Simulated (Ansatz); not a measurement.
# Relaxing V

The calculation used DFT PBE, scalar-relativistic, plane waves, PAW in Ansatz 0.2.0. Cutoff 420 eV, Γ-centred k mesh, Gaussian smearing, no spin polarisation in the final step.

The start puts V on the sites of a reported K cell (Cmmm, No. 65), at a guessed volume.

```
V
1.0
     2.28569   -3.41155    0.00000
     2.28569    3.41155    0.00000
     0.00000    0.00000    5.16735
V
5
Direct
  0.50000 0.00000 0.25000
  0.00000 0.50000 0.75000
  0.00000 0.50000 0.25000
  0.50000 0.00000 0.75000
  0.00000 0.00000 0.00000
```

Cell and atoms relax at zero pressure; the relaxation can't lower the symmetry of the start. After a coarse first stage the cell is made exact in the group found at 0.06 Å.

Energies count from the standard state of V at the same level.

Question: Describe the relaxed structure.

Answer: It ends in P4/mmm (No. 123). Conventional cell: a = 3.456 Å, c = 6.391 Å. Around V on Wyckoff site i (4 atoms of the primitive cell) lie 7 V at 2.44–2.59 Å; V on Wyckoff site a (1 atom of the primitive cell) is coordinated by 8 V at 2.59 Å.

```xyz
5
Lattice="3.4563 0.0000 0.0000 0.0000 3.4563 0.0000 0.0000 0.0000 6.3905" Properties=species:S:1:pos:R:3 pbc="T T T"
V     1.7282    0.0000    1.9311
V     0.0000    1.7282    4.4594
V     0.0000    1.7282    1.9311
V     1.7282    0.0000    4.4594
V     0.0000    0.0000    0.0000
```

Question: What are its volume, energy, density and gap?

Answer: The volume per atom is 15.27 Å³. The density is 5.54 g/cm³ and the energy over the standard structure is 0.83 eV/atom. The gap on the 12×12×6 mesh is 0 eV (a metal).

The final run used a 12×12×6 mesh on its 5-atom cell and 0.10 eV smearing. For metals, differences of a few meV/atom aren't resolved. A structure relaxed within its symmetry needn't be a true minimum.